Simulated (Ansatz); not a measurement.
# Rh (Fm-3m) in Ansatz: notebook

One crystal, Rh, is run at these levels: PBE; tasks: single point, equation of state.

All numbers are computed with Ansatz 0.2.0; they aren't measurements. Logs are shortened: lines on timing, memory, paths and dates and some standing lists are left out, and cuts for length are marked.

**What was measured.**

“Thermal equation of state of rhodium characterized by XRD in a resistively heated diamond anvil cell”, 2024, pmc:11535440 quotes, for a bulk crystal of Rh: bulk modulus 264 ± 1 GPa.

How close the calculation comes is told below.

### Step 1. The crystal as given

It takes space group Fm-3m (No. 225, cubic). Conventional cell: a = 3.796 Å, b = 3.796 Å, c = 3.796 Å, α = 90.00°, β = 90.00°, γ = 90.00°. Around Rh (site symmetry m-3m) lie 12 Rh at 2.68 Å.

### Step 2. Single point, PBE, 12.85 Å³/atom (volume scaled by 0.94)

input.yaml

```yaml
crystal:
  lattice:
    - [0.0, 1.8591074964, 1.8591074964]
    - [1.8591074964, 0.0, 1.8591074964]
    - [1.8591074964, 1.8591074964, 0.0]
  atoms:
    - { symbol: Rh, position: [0.0, 0.0, 0.0] }
hamiltonian:
  xc: pbe
  pseudopotentials: { kind: paw }
kpoints:
  mp_grid: { grid: [12, 12, 12] }
scf:
  occupations: { method: fermi_dirac, width: 0.05 }
output:
  forces: true
  stress: true
  eigenvalues: true
```

Potentials or basis: Ansatz PAW.

Launch:

```
$ ansatz run input.yaml --threads 2 --pin off --max-ram 5632MiB --backend cpu --events-out ev --progress --plain --runs-dir out
```

The program printed:

```text
Warning: RAYON_NUM_THREADS=2 ignored (pool sized by the plan → 2); use --threads N
Engine: ansatz 0.2.0, x86_64-unknown-linux-gnu
Pseudopotentials: kind: paw
Pseudopotential: Rh, paw, valence charge 17, recommended cutoff 420 eV (normal), Rh.paw.azcp
Functional definition: PBE
  parameter kappa = 0.804
  parameter beta = 0.06672455060314922
  exchange = pbe_x(kappa = kappa, mu = beta*pi^2/3)
  correlation = pbe_c(beta = beta)
Crystal: 1 atoms, lattice volume = 12.851 Å³
Basis set: ecut = 420 eV, 259 PW (Γ), exchange–correlation on 36×36×36 points (8 copies of the dense FFT grid, shifted against one another)
Bands: 13, of which v1, the nominal top of the filled ones, is band 9 counted from 1 (8 counted from 0)
Symmetry: 48 space group operations
Space group: Fm-3m (ITA 225), of the structure as read, at distance tolerance 2.3e-5 Å
k-points: 72 of 1728
Non-local potential: Rh, projectors of the file, l = 0: 3, l = 1: 2, l = 2: 2, l = 3: 1
PAW form: soft (Blöchl's): semilocal exchange-correlation on the pseudo side does not see the compensation charge
PAW one-centre angular grid: Rh, 590 points (default); XC on 64 Gauss nodes
Initial density: superposition of atomic densities (neutral atoms: chi_scale 0, normalization atom), corrected by the library's trained network
Initial wavefunctions: pseudopotential atomic-orbital guess
Functional: x = pbe(κ = 0.804, μ = 0.2195149727645171), c = pbe(β = 0.06672455060314922)
SCF iter   1: F=—  HF=-6402.798970 eV  |F-HF|=—  |Δ(HF+E_count)|=         —  Δρ=3.22e-3  dr2=2.35e-4  ethr=1.77e-3  ⟨swp⟩=5.2  Hψ=5220  notcnv=0
preconditioner: auto → none  [insulator: Δε(μ)=0.133 eV  Ē_g=14.749 eV  σ=0.050 eV  W_gap=0.54  n_scr=0 (ndim 8)  ℏωp=31.1 eV  f_vac=0.000  D(μ)=0.85/eV (n_scr^D=14)  ε∞_Penn≈5.4]
SCF iter   2: F=—  HF=-6402.799250 eV  |F-HF|=—  |Δ(HF+E_count)|=   2.80e-4  Δρ=1.62e-3  dr2=5.68e-5  ethr=1.38e-6  ⟨swp⟩=2.7  Hψ=2128  notcnv=0
SCF iter   3: F=—  HF=-6402.799348 eV  |F-HF|=—  |Δ(HF+E_count)|=   9.89e-5  Δρ=2.10e-4  dr2=4.18e-6  ethr=3.34e-7  ⟨swp⟩=2.0  Hψ=1269  notcnv=0
SCF iter   4: F=—  HF=-6402.799347 eV  |F-HF|=—  |Δ(HF+E_count)|=   1.06e-6  Δρ=8.08e-5  dr2=1.71e-7  ethr=2.46e-8  ⟨swp⟩=2.4  Hψ=1303  notcnv=0
iter 5 did not close the SCF: its close was put off for the readings that it lacked (scf_convergence_deferred on its scf_iter line)
SCF iter   5: F=-6402.799347 eV  HF=-6402.799347 eV  |F-HF|=3.12e-9  |Δ(HF+E_count)|=   8.04e-8  Δρ=2.26e-5  dr2=2.02e-8  ethr=1.01e-9  ⟨swp⟩=1.3  Hψ=1046  notcnv=0
SCF iter   6: F=-6402.799347 eV  HF=-6402.799347 eV  |F-HF|=1.93e-10  |Δ(HF+E_count)|=   7.61e-9  Δρ=2.60e-6  dr2=3.74e-10  ethr=1.19e-10  ⟨swp⟩=2.0  Hψ=3066  notcnv=0
SCF 1 converged in 6 iterations: F = -6402.799347 eV  dr2 = 3.74e-10
SCF converged after 6 iterations
Free energy (F): -6402.799347 eV
Harris-Foulkes:  -6402.799347 eV  (|F-HF|=1.93e-10)
Internal energy: -6402.791963 eV  (E = F + TS)
E sigma→0 (E₀):  -6402.795655 eV
Entropy (-TS):   -0.007385 eV (-7.385 meV/atom)
Fermi energy:    24.419253 eV
--- Per-component energies (eV) ---
  E_band       = -55.802165
  E_kinetic    = 576.058923
  E_local      = -1480.104644  (includes V_loc(G=0)·N_el)
  E_nonlocal   = 354.473766
  E_hartree    = 522.497584
  E_xc         = -223.035280
  E_vxc        = -280.129870  (∫ρ·V_xc dr)
  E_paw        = -3586.950389  (= ΣΔE_a)
  E_vpaw       = -271.096973  (= ΣTr[D̂ρ^β])
  E_aug_tail   = 0.000866  (compensation charges beyond the density's cutoff)
  E_ewald      = -2565.732790
  E_smearing   = -0.007385  (= −TS)
  E_closure    = -0.000000  (closes the sum)
  Σ components = -6402.799347   (vs F -6402.799347, Δ=0.00e0)
--- Forces (eV/Å), atoms counted from 1 ---
  atom   1  Rh    -0.00000000    -0.00000000    -0.00000000
  max |Σ_I F_I| component: 5.75e-32 eV/Å
--- Stress (GPa, compression-positive) ---
       28.578069      -0.000000       0.000000
        0.000000      28.578069       0.000000
        0.000000       0.000000      28.578069
  P = ⅓ Tr σ = 28.5781 GPa (285.781 kbar)
--- Band table (eV; the first three rows and the last of 72) ---
  k-point 0: bands = ["-54.7182", "-22.0875", "-22.0875", "-22.0875", "15.9350", "20.9688", "20.9688", "20.9688", "23.2872", "23.2872", "40.1096", "45.8040", "45.8040"]
  k-point 1: bands = ["-54.7082", "-22.1517", "-22.0960", "-22.0960", "16.2304", "20.8367", "21.0856", "21.0856", "23.2221", "23.2221", "40.5515", "44.4911", "46.2512"]
  k-point 2: bands = ["-54.6806", "-22.3254", "-22.1193", "-22.1193", "17.0046", "20.6090", "21.3216", "21.3216", "23.1651", "23.1651", "41.5639", "42.1949", "47.5073"]
  k-point 71: bands = ["-54.5167", "-22.6940", "-22.6940", "-22.4353", "18.8236", "20.1929", "20.1929", "23.0307", "25.5072", "34.5438", "34.5438", "36.2827", "37.7096"]
```

Wall time 0.62 s (2 threads of AMD EPYC 7R43 (Zen 3), shared host); peak memory 0.32 GiB.

Results:

```yaml
Free_energy: -6402.7993 eV
Pressure: 28.6 GPa
Band_gap_on_the_k_mesh: none (metal or under the smearing width)
```

### Step 3. Single point, PBE, 13.12 Å³/atom (volume scaled by 0.96)

input.yaml

```yaml
crystal:
  lattice:
    - [0.0, 1.8722002341, 1.8722002341]
    - [1.8722002341, 0.0, 1.8722002341]
    - [1.8722002341, 1.8722002341, 0.0]
  atoms:
    - { symbol: Rh, position: [0.0, 0.0, 0.0] }
hamiltonian:
  xc: pbe
  pseudopotentials: { kind: paw }
kpoints:
  mp_grid: { grid: [12, 12, 12] }
scf:
  occupations: { method: fermi_dirac, width: 0.05 }
output:
  forces: true
  stress: true
  eigenvalues: true
  write_density: true
  write_potential: true
  elf: true
  volumetric_format: npy
```

Potentials or basis: Ansatz PAW.

Launch:

```
$ ansatz run input.yaml --threads 2 --pin off --max-ram 5632MiB --backend cpu --events-out ev --progress --plain --runs-dir out
```

It took 0.84 s on 2 threads of AMD EPYC 7R43 (Zen 3), shared host; peak memory 0.33 GiB.

It converged, with:

```
Free energy            : -6402.8412 eV
Pressure               : 20.6 GPa
Band gap on the k mesh : none (metal or under the smearing width)
```

### Step 4. Single point, PBE, 13.40 Å³/atom (volume scaled by 0.98)

Edit input.yaml of step 3 so:

```diff
@@ -2,5 +2,5 @@
   lattice:
-    - [0.0, 1.8722002341, 1.8722002341]
-    - [1.8722002341, 0.0, 1.8722002341]
-    - [1.8722002341, 1.8722002341, 0.0]
+    - [0.0, 1.8851123679, 1.8851123679]
+    - [1.8851123679, 0.0, 1.8851123679]
+    - [1.8851123679, 1.8851123679, 0.0]
   atoms:
```

Launch:

```
$ ansatz run input.yaml --threads 2 --pin off --max-ram 5632MiB --backend cpu --events-out ev --progress --plain --runs-dir out
```

Run time: 0.81 s. Hardware: 2 threads of AMD EPYC 7R43 (Zen 3), shared host; peak memory 0.33 GiB.

Results (log left out):

- Free energy: -6402.8702 eV
- Pressure: 13.5 GPa
- Band gap on the k mesh: none (metal or under the smearing width)

### Step 5. Single point, PBE, 13.67 Å³/atom

input.yaml

```yaml
crystal:
  lattice:
    - [0.0, 1.89785, 1.89785]
    - [1.89785, 0.0, 1.89785]
    - [1.89785, 1.89785, 0.0]
  atoms:
    - { symbol: Rh, position: [0.0, 0.0, 0.0] }
hamiltonian:
  xc: pbe
  pseudopotentials: { kind: paw }
kpoints:
  mp_grid: { grid: [12, 12, 12] }
scf:
  occupations: { method: fermi_dirac, width: 0.05 }
output:
  forces: true
  stress: true
  eigenvalues: true
```

Launch:

```
$ ansatz run input.yaml --threads 2 --pin off --max-ram 5632MiB --backend cpu --events-out ev --progress --plain --runs-dir out
```

Run time: 0.63 s. Hardware: 2 threads of AMD EPYC 7R43 (Zen 3), shared host; peak memory 0.31 GiB.

It converged, with:

```yaml
Free_energy: -6402.8879 eV
Pressure: 7.3 GPa
Band_gap_on_the_k_mesh: none (metal or under the smearing width)
```

### Step 6. Single point, PBE, 13.94 Å³/atom (volume scaled by 1.02)

Edit input.yaml of step 5 so:

```diff
@@ -2,5 +2,5 @@
   lattice:
-    - [0.0, 1.89785, 1.89785]
-    - [1.89785, 0.0, 1.89785]
-    - [1.89785, 1.89785, 0.0]
+    - [0.0, 1.9104189093, 1.9104189093]
+    - [1.9104189093, 0.0, 1.9104189093]
+    - [1.9104189093, 1.9104189093, 0.0]
   atoms:
```

Potentials or basis: Ansatz PAW.

Launch:

```
$ ansatz run input.yaml --threads 2 --pin off --max-ram 5632MiB --backend cpu --events-out ev --progress --plain --runs-dir out
```

Wall time 0.61 s (2 threads of AMD EPYC 7R43 (Zen 3), shared host); peak memory 0.33 GiB.

It converged, with:

| Quantity | Value |
| --- | --- |
| Free energy | -6402.8955 eV |
| Pressure | 1.7 GPa |
| Band gap on the k mesh | none (metal or under the smearing width) |

### Step 7. Single point, PBE, 14.22 Å³/atom (volume scaled by 1.04)

Edit input.yaml of step 6 so:

```diff
@@ -2,5 +2,5 @@
   lattice:
-    - [0.0, 1.9104189093, 1.9104189093]
-    - [1.9104189093, 0.0, 1.9104189093]
-    - [1.9104189093, 1.9104189093, 0.0]
+    - [0.0, 1.9228245745, 1.9228245745]
+    - [1.9228245745, 0.0, 1.9228245745]
+    - [1.9228245745, 1.9228245745, 0.0]
   atoms:
```

Launch:

```
$ ansatz run input.yaml --threads 2 --pin off --max-ram 5632MiB --backend cpu --events-out ev --progress --plain --runs-dir out
```

Wall time 0.6 s (2 threads of AMD EPYC 7R43 (Zen 3), shared host); peak memory 0.32 GiB.

The run converged. Its results:

* Free energy: -6402.8941 eV
* Pressure: -3.2 GPa
* Band gap on the k mesh: none (metal or under the smearing width)

### Step 8. Single point, PBE, 14.49 Å³/atom (volume scaled by 1.06)

Edit input.yaml of step 7 so:

```diff
@@ -2,5 +2,5 @@
   lattice:
-    - [0.0, 1.9228245745, 1.9228245745]
-    - [1.9228245745, 0.0, 1.9228245745]
-    - [1.9228245745, 1.9228245745, 0.0]
+    - [0.0, 1.935072195, 1.935072195]
+    - [1.935072195, 0.0, 1.935072195]
+    - [1.935072195, 1.935072195, 0.0]
   atoms:
```

Launch:

```
$ ansatz run input.yaml --threads 2 --pin off --max-ram 5632MiB --backend cpu --events-out ev --progress --plain --runs-dir out
```

Run time: 0.6 s. Hardware: 2 threads of AMD EPYC 7R43 (Zen 3), shared host; peak memory 0.31 GiB.

Results (log left out):

```
Free energy            : -6402.8848 eV
Pressure               : -7.6 GPa
Band gap on the k mesh : none (metal or under the smearing width)
```

### Step 9. Equation of state, PBE

Potentials or basis: Ansatz PAW.

This step only gathers the single runs of the series.

What came out:

```
Equilibrium volume                      : 14.04 Å³/atom
Bulk modulus                            : 258 GPa
Pressure derivative of the bulk modulus : 5.1
```

Energy against volume, from the lowest point:
| volume (Å³/atom) | energy (meV/atom) |
| --- | --- |
| 12.851 | 96.12 |
| 13.125 | 54.29 |
| 13.398 | 25.24 |
| 13.671 | 7.60 |
| 13.945 | 0.00 |
| 14.218 | 1.36 |
| 14.492 | 10.65 |

### Step 10. Comparison with measurements

Step 9. Against the measured bulk modulus of Rh, 264 GPa (quoted in “Thermal equation of state of rhodium characterized by XRD in a resistively heated diamond anvil cell”, 2024, pmc:11535440), the calculated 258 GPa is off by -2.2 %. The fit is for a static lattice scaled at fixed shape and fixed fractional positions.
